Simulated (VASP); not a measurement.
# Os (P6_3/mmc) in VASP: settings compared

Aim: see how the results for Os move with the level of theory and the settings. Levels: PBEsol, LDA. Tasks: relaxation of shape and atoms at fixed volume, relaxation of cell and atoms.

All numbers are computed with VASP 6.6.1; they aren't measurements. Logs are shortened: lines on timing, memory, paths and dates and some standing lists are left out, and cuts for length are marked.

## (1) The crystal as given

The structure is hexagonal, space group P6_3/mmc (No. 194). The conventional cell has a = 2.734 Å, b = 2.734 Å, c = 4.320 Å, α = 90.00°, β = 90.00°, γ = 120.00°. Around Os (site symmetry -6m2) lie 12 Os at 2.68 to 2.73 Å.

## (2) Relaxation of shape and atoms at fixed volume, PBEsol (a relaxed cell with its volume scaled by 1.02)

File INCAR:

```
PREC = Accurate
ENCUT = 600
EDIFF = 1E-7
ISMEAR = 1
SIGMA = 0.1
LREAL = F
LASPH = T
NELM = 80
ALGO = Normal
ISIF = 4
LWAVE = F
LCHARG = F
GGA = PS
IBRION = 2
NSW = 40
EDIFFG = -0.01
```

File KPOINTS:

```
Automatic mesh
0
Gamma
  15 15 9
```

File POSCAR:

```
Os                                      
1.0
    2.7465673454     -0.0000000000      0.0000000000
   -1.3732836727      2.3785970944     -0.0000000000
    0.0000000000     -0.0000000000      4.3426168850
  Os            
     2
Direct
     0.3333333332999970    0.6666666667000030    0.2500000000000000
     0.6666666667000030    0.3333333332999970    0.7500000000000000
```

Potentials or basis: VASP PAW PBE potentials, release 64 (Os).

Run with:

```sh
$ cat potpaw_PBE.64/Os/POTCAR > POTCAR
$ mpirun -np 1 vasp_std > vasp.out
```

OUTCAR:

```text
PREC = Accurate
   ENCUT = 600
   EDIFF = 1E-7
   ISMEAR = 1
   LREAL = F
   LASPH = T
   NELM = 80
   ISIF = 4
   GGA = PS
   IBRION = 2
   NSW = 40
   EDIFFG = -0.01

 ion  position               nearest neighbor table
   1  0.333  0.667  0.250-   2 2.69   2 2.69   2 2.69   2 2.69   2 2.69   2 2.69
   2  0.667  0.333  0.750-   1 2.69   1 2.69   1 2.69   1 2.69   1 2.69   1 2.69

  LATTYP: Found a hexagonal cell.
 ALAT       =     2.7465673454
 C/A-ratio  =     1.5811070106

  Lattice vectors:

 A1 = (   2.7465673454,   0.0000000000,   0.0000000000)
 A2 = (  -1.3732836727,   2.3785970944,   0.0000000000)
 A3 = (   0.0000000000,   0.0000000000,   4.3426168850)

Analysis of symmetry for initial positions (statically):
=====================================================================
 Subroutine PRICEL returns:
 Original cell was already a primitive cell.

 Routine SETGRP: Setting up the symmetry group for a
 hexagonal supercell.

 Subroutine GETGRP returns: Found 24 space group operations
 (whereof 12 operations were pure point group operations)
 out of a pool of 24 trial point group operations.

The static configuration has the point symmetry D_3d.
 The point group associated with its full space group is D_6h.

Analysis of symmetry for dynamics (positions and initial velocities):
=====================================================================
 Subroutine PRICEL returns:
 Original cell was already a primitive cell.

 Routine SETGRP: Setting up the symmetry group for a
 hexagonal supercell.

 Subroutine GETGRP returns: Found 24 space group operations
 (whereof 12 operations were pure point group operations)
 out of a pool of 24 trial point group operations.

The dynamic configuration has the point symmetry D_3d.
 The point group associated with its full space group is D_6h.

 Subroutine INISYM returns: Found 24 space group operations
 (whereof 12 operations are pure point group operations),
 and found     1 'primitive' translations

----------------------------------------------------------------------------------------

                                     Primitive cell

  volume of cell :      28.3702

  direct lattice vectors                    reciprocal lattice vectors
     2.746567345  0.000000000  0.000000000     0.364090836  0.210207942  0.000000000
    -1.373283673  2.378597094  0.000000000     0.000000000  0.420415884  0.000000000
     0.000000000  0.000000000  4.342616885     0.000000000  0.000000000  0.230275897

  length of vectors
     2.746567345  2.746567345  4.342616885     0.420415884  0.420415884  0.230275897

  position of ions in fractional coordinates (direct lattice)
     0.333333333  0.666666667  0.250000000
     0.666666667  0.333333333  0.750000000

  ion indices of the primitive-cell ions
   primitive index   ion index
                 1           1
                 2           2

----------------------------------------------------------------------------------------

 KPOINTS: Automatic mesh

Automatic generation of k-mesh.
 Grid dimensions read from file:
 generate k-points for:   15   15    9

 Generating k-lattice:

  Cartesian coordinates                     Fractional coordinates (reciprocal lattice)
     0.024272722  0.014013863  0.000000000     0.066666667 -0.000000000  0.000000000
     0.000000000  0.028027726  0.000000000     0.000000000  0.066666667  0.000000000
     0.000000000  0.000000000  0.025586211     0.000000000  0.000000000  0.111111111

  Length of vectors
     0.028027726  0.028027726  0.025586211

  Shift w.r.t. Gamma in fractional coordinates (k-lattice)
     0.000000000  0.000000000  0.000000000

 Subroutine IBZKPT returns following result:
 ===========================================

 Found    135 irreducible k-points:

 Following reciprocal coordinates:
            Coordinates               Weight
  0.000000  0.000000  0.000000      1.000000
  0.066667 -0.000000  0.000000      6.000000
  0.133333 -0.000000  0.000000      6.000000
  0.200000  0.000000  0.000000      6.000000
  0.266667 -0.000000  0.000000      6.000000
  0.333333 -0.000000  0.000000      6.000000
[... 16 lines left out ...]
  0.333333  0.200000  0.000000     12.000000
  0.400000  0.200000  0.000000      6.000000
 [... further k-points ...]
   k-points           NKPTS =    135   k-points in BZ     NKDIM =    135   number of bands    NBANDS=     12
   number of dos      NEDOS =    301   number of ions     NIONS =      2
   total plane-waves  NPLWV =  20736
   dimension x,y,z NGX =    24 NGY =   24 NGZ =   36
   dimension x,y,z NGXF=    48 NGYF=   48 NGZF=   72
   ions per type =               2
   NGX,Y,Z   is equivalent  to a cutoff of  14.53, 14.53, 13.78 a.u.
   NGXF,Y,Z  is equivalent  to a cutoff of  29.05, 29.05, 27.56 a.u.
 SYSTEM =  unknown system
   PREC   = accura    normal or accurate (medium, high low for compatibility)
   ISTART =      0    job   : 0-new  1-cont  2-samecut
[... 65 lines left out ...]
  -------------------------------------------------------------------------------------
  Total       -1.4472195     -1.4472195     -1.5328948      0.0000000      0.0000000      0.0000000
  in kB      -81.7301548    -81.7301548    -86.5685756      0.0000000      0.0000000      0.0000000
  external PRESSURE =     -83.3429617 kB  Pullay stress =       0.0000000 kB

 VOLUME and BASIS-vectors are now :
 -----------------------------------------------------------------------------
  energy-cutoff  :      600.00
  volume of cell :       28.37
      direct lattice vectors                 reciprocal lattice vectors
     2.746567345  0.000000000  0.000000000     0.364090836  0.210207942  0.000000000
    -1.373283673  2.378597094  0.000000000     0.000000000  0.420415884  0.000000000
     0.000000000  0.000000000  4.342616885     0.000000000  0.000000000  0.230275897
[... 37 lines left out ...]
 POSITION                                       TOTAL-FORCE (eV/Angst)
 -----------------------------------------------------------------------------------
     -0.00000      1.58682      1.08416         0.000000     -0.000000      0.000000
      1.37423      0.79341      3.25248        -0.000000      0.000000      0.000000
 -----------------------------------------------------------------------------------
    total drift:                               -0.000000      0.000000     -0.000000

  FREE ENERGIE OF THE ION-ELECTRON SYSTEM (eV)
  ---------------------------------------------------
  free  energy   TOTEN  =       -24.4770366362 eV

  energy  without entropy=      -24.4782296920  energy(sigma->0) =      -24.47743432

--------------------------------------- Ionic step        3  -------------------------------------------

 number of electron      16.0000001 magnetization

 Free energy of the ion-electron system (eV)
  ---------------------------------------------------
  ext. energy  EPLUGINS =         0.00000000
  ---------------------------------------------------
  free energy    TOTEN  =       -24.47709799 eV

  energy without entropy =      -24.47825493  energy(sigma->0) =      -24.47748364

 E-fermi :   9.0937     XC(G=0): -14.0739

 val. band max:        9.0913079026   @ k =   0.0000   0.0000   0.0000
 cond. band min:       9.1308458175   @ k =   0.2667   0.0667   0.0000
 fundamental gap:      0.0395379149
 Fermi energy:         9.0937275144

 k-point     1 :       0.0000    0.0000    0.0000
  band No.  band energies     occupation
      1      -1.7717      2.00000
      2       1.4038      2.00000
      3       6.0914      2.00000
      4       6.0914      2.00000
      5       6.3407      2.00000
      6       6.9176      2.00000
      7       6.9176      2.00000
      8       7.5621      2.00000
      9       7.5621      2.00000
     10       9.0913      1.04094
     11      10.7542     -0.00000
     12      10.7542     -0.00000

 k-point     2 :       0.0667   -0.0000    0.0000
  band No.  band energies     occupation
      1      -1.5941      2.00000
      2       1.5619      2.00000
      3       5.7300      2.00000
      4       6.2475      2.00000
      5       6.6512      2.00000
      6       6.8157      2.00000
      7       7.0632      2.00000
      8       7.3373      2.00000
      9       7.4362      2.00000
     10       8.3464      2.00000
     11      10.8413     -0.00000
     12      11.7723      0.00000
[... 316 lines left out ...]
 k-point    24 :       0.4000    0.2000    0.0000
  band No.  band energies     occupation
      1       2.7321      2.00000
      2       3.0829      2.00000
      3       3.0869      2.00000
      4       5.1467      2.00000
      5       5.4746      2.00000
      6       6.2020      2.00000
      7       7.4792      2.00000
      8      10.4951     -0.00000
      9      11.0872     -0.00000
     10      11.2913      0.00000
     11      14.0611      0.00000
     12      14.7018      0.00000

 [... further k-points ...]

------------------------ aborting loop because EDIFF is reached ----------------------------------------

  FORCE on cell =-STRESS in cart. coord.  units (eV):
  Direction    XX          YY          ZZ          XY          YZ          ZX
  --------------------------------------------------------------------------------------
  -------------------------------------------------------------------------------------
  Total       -1.4731109     -1.4731109     -1.4732620     -0.0000000      0.0000000      0.0000000
  in kB      -83.1923460    -83.1923460    -83.2008817     -0.0000000      0.0000000      0.0000000
  external PRESSURE =     -83.1951912 kB  Pullay stress =       0.0000000 kB

 VOLUME and BASIS-vectors are now :
 -----------------------------------------------------------------------------
  energy-cutoff  :      600.00
  volume of cell :       28.37
      direct lattice vectors                 reciprocal lattice vectors
     2.747281917  0.000000000  0.000000000     0.363996135  0.210153267  0.000000000
    -1.373640958  2.379215931 -0.000000000     0.000000000  0.420306533 -0.000000000
    -0.000000000  0.000000000  4.340358140    -0.000000000  0.000000000  0.230395734

 POSITION                                       TOTAL-FORCE (eV/Angst)
 -----------------------------------------------------------------------------------
     -0.00000      1.58614      1.08509         0.000000      0.000000      0.000000
      1.37364      0.79307      3.25527        -0.000000     -0.000000      0.000000
 -----------------------------------------------------------------------------------
    total drift:                               -0.000000      0.000000     -0.000000

  FREE ENERGIE OF THE ION-ELECTRON SYSTEM (eV)
  ---------------------------------------------------
  free  energy   TOTEN  =       -24.4770979919 eV

  energy  without entropy=      -24.4782549287  energy(sigma->0) =      -24.47748364

 reached required accuracy - stopping structural energy minimisation
```

Run time: 63 s. Hardware: 1 thread of Intel Xeon Platinum 8488C (Sapphire Rapids), shared host; peak memory 0.19 GiB.

Results:

| Quantity | Value |
| --- | --- |
| Free energy | -24.4771 eV |
| Energy gained by relaxing | 0.0 meV/atom |
| Ionic steps | 3 |
| Pressure after relaxing | -8.3 GPa |
| Band gap on the k mesh | none (metal or under the smearing width) |

Final structure:
```xyz
2
Lattice="2.7473 0.0000 0.0000 -1.3736 2.3792 0.0000 0.0000 0.0000 4.3404" Properties=species:S:1:pos:R:3 pbc="T T T"
Os    0.0000    1.5861    1.0851
Os    1.3736    0.7931    3.2553
```

Caveat: the PAW data sets were made with another functional, which shifts forces and pressure a little. Spin-orbit coupling is left out, which matters for the levels of Os.

## (3) Relaxation of shape and atoms at fixed volume, PBEsol (a relaxed cell with its volume scaled by 1.04)

INCAR is that of step 2.

KPOINTS is that of step 2.

File POSCAR:

```
Os                                      
1.0
    2.7644026981     -0.0000000000      0.0000000000
   -1.3822013490      2.3940429629     -0.0000000000
    0.0000000000     -0.0000000000      4.3708164861
  Os            
     2
Direct
     0.3333333332999970    0.6666666667000030    0.2500000000000000
     0.6666666667000030    0.3333333332999970    0.7500000000000000
```

Potentials or basis: VASP PAW PBE potentials, release 64 (Os).

Run with:

```sh
$ cat potpaw_PBE.64/Os/POTCAR > POTCAR
$ mpirun -np 1 vasp_std > vasp.out
```

It took 58 s on 1 thread of Intel Xeon Platinum 8488C (Sapphire Rapids), shared host; peak memory 0.2 GiB.

The run converged. Its results:

- Free energy: -24.4352 eV
- Energy gained by relaxing: 0.0 meV/atom
- Ionic steps: 3
- Pressure after relaxing: -15.7 GPa
- Band gap on the k mesh: none (metal or under the smearing width)

Final structure:
```
Os
1.0
     2.76593    0.00000    0.00000
    -1.38296    2.39536    0.00000
     0.00000    0.00000    4.36600
Os
2
Cartesian
  0.0000 1.5969 1.0915
  1.3830 0.7985 3.2745
```

Levels at points of the mesh, in eV from the Fermi level:
```tsv
k point	band 4	band 5	band 6	band 7	band 8	band 9	band 10	band 11	band 12
(0.00, 0.00, 0.00)	-2.91	-2.66	-2.11	-2.11	-1.50	-1.50	0.01	1.61	1.61
```

Caveat: the PAW data sets were made with another functional, which shifts forces and pressure a little. The run has no spin-orbit coupling, so splittings on Os are missing.

## (4) Relaxation of shape and atoms at fixed volume, PBEsol (a relaxed cell with its volume scaled by 1.06)

INCAR is that of step 3.

KPOINTS is that of step 3.

File POSCAR:

```
Os                                      
1.0
    2.7820108333     -0.0000000000      0.0000000000
   -1.3910054166      2.4092920553     -0.0000000000
    0.0000000000     -0.0000000000      4.3986568322
  Os            
     2
Direct
     0.3333333332999970    0.6666666667000030    0.2500000000000000
     0.6666666667000030    0.3333333332999970    0.7500000000000000
```

Run with:

```sh
$ cat potpaw_PBE.64/Os/POTCAR > POTCAR
$ mpirun -np 1 vasp_std > vasp.out
```

It took 56 s on 1 thread of Intel Xeon Platinum 8488C (Sapphire Rapids), shared host; peak memory 0.19 GiB.

Results (log left out):

```yaml
Free_energy: -24.3690 eV
Energy_gained_by_relaxing: 0.1 meV/atom
Ionic_steps: 3
Pressure_after_relaxing: -22.3 GPa
Band_gap_on_the_k_mesh: none (metal or under the smearing width)
```

The path:
```tsv
step	energy change (eV)	largest force (eV/Å)	pressure (GPa)
1	0.0000	0.0000	-22.35
2	0.0002	0.0000	-22.24
3	-0.0002	0.0000	-22.31
```

Final structure:
```
CELL_PARAMETERS angstrom
2.78439 0.00000 0.00000
-1.39219 2.41135 0.00000
0.00000 0.00000 4.39116
ATOMIC_POSITIONS crystal
Os 0.33333 0.66667 0.25000
Os 0.66667 0.33333 0.75000
```

Levels at points of the mesh, in eV from the Fermi level:
```tsv
k point	band 5	band 6	band 7	band 8	band 9	band 10	band 11	band 12
(0.00, 0.00, 0.00)	-2.58	-2.05	-2.05	-1.46	-1.46	0.03	1.57	1.57
```

Caveat: the PAW data sets were made with another functional, which shifts forces and pressure a little. Spin-orbit coupling is left out, which matters for the levels of Os.

## (5) Relaxation of cell and atoms, LDA

File INCAR:

```
SYSTEM = Os
ALGO = Normal
EDIFF = 1E-6
EDIFFG = -0.01
ENCUT = 600
IBRION = 2
ISIF = 3
ISMEAR = 1
LASPH = .TRUE.
LCHARG = .FALSE.
LREAL = .FALSE.
LWAVE = .FALSE.
NELM = 80
NSW = 90
PREC = Accurate
SIGMA = 0.1
```

File KPOINTS:

```
k-points
0
G
  15 15 9
  0 0 0
```

File POSCAR:

```
Os
1.0
    2.7341000000      0.0000000000      0.0000000000
   -1.3670500000      2.3678000565      0.0000000000
    0.0000000000      0.0000000000      4.3197000000
Os
2
Direct
    0.3333333333      0.6666666667      0.2500000000
    0.6666666667      0.3333333333      0.7500000000
```

Potentials or basis: VASP PAW LDA potentials, release 64 (Os).

Run with:

```sh
$ cat potpaw_LDA.64/Os/POTCAR > POTCAR
$ mpirun -np 1 vasp_std > vasp.out
```

It took 52 s on 1 thread of Intel Xeon 6975P-C (Granite Rapids), shared host; peak memory 0.19 GiB.

Results (log left out):

| Item | Value |
| --- | --- |
| Free energy | -25.3169 eV |
| Relaxed volume | 13.74 Å³/atom |
| Relaxed cell | a = 2.718 Å, b = 2.718 Å, c = 4.295 Å, α = 90.00°, β = 90.00°, γ = 120.00° |
| Space group after relaxing (to 0.05 Å) | P6_3/mmc (No. 194) |
| Energy gained by relaxing | 6.2 meV/atom |
| Ionic steps | 7 |
| Pressure after relaxing | -0.1 GPa |
| Band gap on the k mesh | none (metal or under the smearing width) |

Step by step:
```tsv
step	energy change (eV)	largest force (eV/Å)	pressure (GPa)	volume (Å³)
1	0.0000	0.0000	-7.84	27.96
2	0.2778	0.0000	46.09	25.28
3	-0.0124	0.0000	-0.34	27.49
4	-0.0124	0.0000	-0.05	27.47
5	-0.0124	0.0000	0.12	27.46
6	-0.0123	0.0000	-0.47	27.49
7	-0.0124	0.0000	-0.07	27.47
```

Final structure:
```
Os
1.0
     2.71763    0.00000    0.00000
    -1.35882    2.35354    0.00000
     0.00000    0.00000    4.29499
Os
2
Direct
  0.33333 0.66667 0.25000
  0.66667 0.33333 0.75000
```

Levels at points of the mesh, in eV from the Fermi level:
| k point | band 4 | band 5 | band 6 | band 7 | band 8 | band 9 | band 10 | band 11 | band 12 |
| --- | --- | --- | --- | --- | --- | --- | --- | --- | --- |
| (0.00, 0.00, 0.00) | -3.14 | -2.89 | -2.28 | -2.28 | -1.60 | -1.60 | 0.15 | 1.73 | 1.73 |

Spin-orbit coupling is left out, which matters for the levels of Os. Zero-point motion and thermal expansion aren't in these numbers.

## (6) The runs side by side

| task | level | potentials or basis | cell | gap on the mesh (eV) | pressure (GPa) |
| --- | --- | --- | --- | --- | --- |
| relaxation of shape and atoms at fixed volume | PBEsol | VASP PAW PBE potentials, release 64 (Os) | atoms relaxed at fixed volume from: a relaxed cell with its volume scaled by 1.02 | none | -8.3 |
| relaxation of shape and atoms at fixed volume | PBEsol | VASP PAW PBE potentials, release 64 (Os) | atoms relaxed at fixed volume from: a relaxed cell with its volume scaled by 1.04 | none | -15.7 |
| relaxation of shape and atoms at fixed volume | PBEsol | VASP PAW PBE potentials, release 64 (Os) | atoms relaxed at fixed volume from: a relaxed cell with its volume scaled by 1.06 | none | -22.3 |
| relaxation of cell and atoms | LDA | VASP PAW LDA potentials, release 64 (Os) | relaxed | none | -0.1 |

Alike in all rows: no spin polarisation; k mesh 15 × 15 × 9; cutoff (eV) 600; smearing methfessel-paxton 0.1 eV.

Caveats: the PAW data sets were made with another functional, which shifts forces and pressure a little (some runs).

Total energies depend on the potentials used, so only differences within one code and one set of settings carry meaning.
